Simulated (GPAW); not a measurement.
Runs of GPAW 26.7.0 on Sc. It takes space group P6_3/mmc (No. 194, hexagonal). Conventional cell: a = 3.309 Å, b = 3.309 Å, c = 5.273 Å, α = 90.00°, β = 90.00°, γ = 120.00°. Sc (site symmetry -6m2) has 12 Sc at 3.26 to 3.31 Å as nearest neighbours. 

```csv
task,level,potentials or basis,U,cell,k mesh,smearing,band path,band points,optimizer,fmax,max steps,gap on the mesh (eV),pressure (GPa),relaxed volume (Å³/atom)
single point,PBEsol,"PAW data sets generated in the run's folder for this functional, pw",-,as given,9 × 9 × 5,gaussian 0.02 eV,-,-,-,-,-,none,-2.8,-
band structure,PBEsol+U,"PAW data sets generated in the run's folder for this functional, pw",Sc d U = 4.3 eV,as given,9 × 9 × 5,fermi-dirac 0.05 eV,"GMKGALHA,LM,KH",100,-,-,-,-,3.9,-
relaxation of cell and atoms,r2SCAN,"GPAW PAW data sets (gpaw-data 1.2.1), pw",-,relaxed,7 × 7 × 4,fermi-dirac 0.05 eV,-,-,BFGS,0.02 eV/Å,40,none,0.0,24.89
relaxation of cell and atoms,PBEsol+D3(BJ),"PAW data sets generated in the run's folder for this functional, pw",-,relaxed,7 × 7 × 4,fermi-dirac 0.05 eV,-,-,BFGS,0.02 eV/Å,40,none,0.0,22.46
band structure,SCAN,"GPAW PAW data sets (gpaw-data 1.2.1), pw",-,as given,7 × 7 × 4,fermi-dirac 0.05 eV,"GMKGALHA,LM,KH",100,-,-,-,-,-0.4,-
band structure,WC,"PAW data sets generated in the run's folder for this functional, pw",-,as given,7 × 7 × 4,fermi-dirac 0.05 eV,"GMKGALHA,LM,KH",60,-,-,-,-,(a),-
relaxation of cell and atoms,SCAN+D3(BJ),"GPAW PAW data sets (gpaw-data 1.2.1), pw",-,relaxed to 5 GPa,7 × 7 × 4,fermi-dirac 0.05 eV,-,-,FIRE,0.01 eV/Å,100,none,5.0,-
relaxation of cell and atoms,AM05+D4,"PAW data sets generated in the run's folder for this functional, pw",-,relaxed to 5 GPa,7 × 7 × 4,fermi-dirac 0.05 eV,-,-,BFGS,0.05 eV/Å,100,none,4.9,-
relaxation of cell and atoms,LDA,"the program's PAW data sets (release 1.2.1) made for this functional, pw",-,relaxed,7 × 7 × 4,fermi-dirac 0.05 eV,-,-,BFGS,0.02 eV/Å,40,none,-0.1,(b)
single point,RPBE,"the program's PAW data sets (release 1.2.1) made for this functional, pw",-,as given,9 × 9 × 5,gaussian 0.05 eV,-,-,-,-,-,none,(c),-
```

Alike in all rows: no spin polarisation; cutoff (eV) 600.

Task: Estimate the missing entries.

Result: (a) -3.0; (b) 22.56; (c) 1.2.

Caveats: later steps reuse the first step's grids (some runs); the PAW data sets were made with another functional, which shifts forces and pressure a little (some runs); pairwise dispersion overbinds metals, which lowers pressure and volume (some runs); U without spin polarisation on a metal has little footing (some runs); the U is typed as a test and isn't derived for this compound (some runs); the volume moved by -10 % from the deposited cell, more than functionals usually miss (some runs).

A gap of «none» marks a metal or a gap under the smearing width.

Runs at the PBE level aren't shown here.
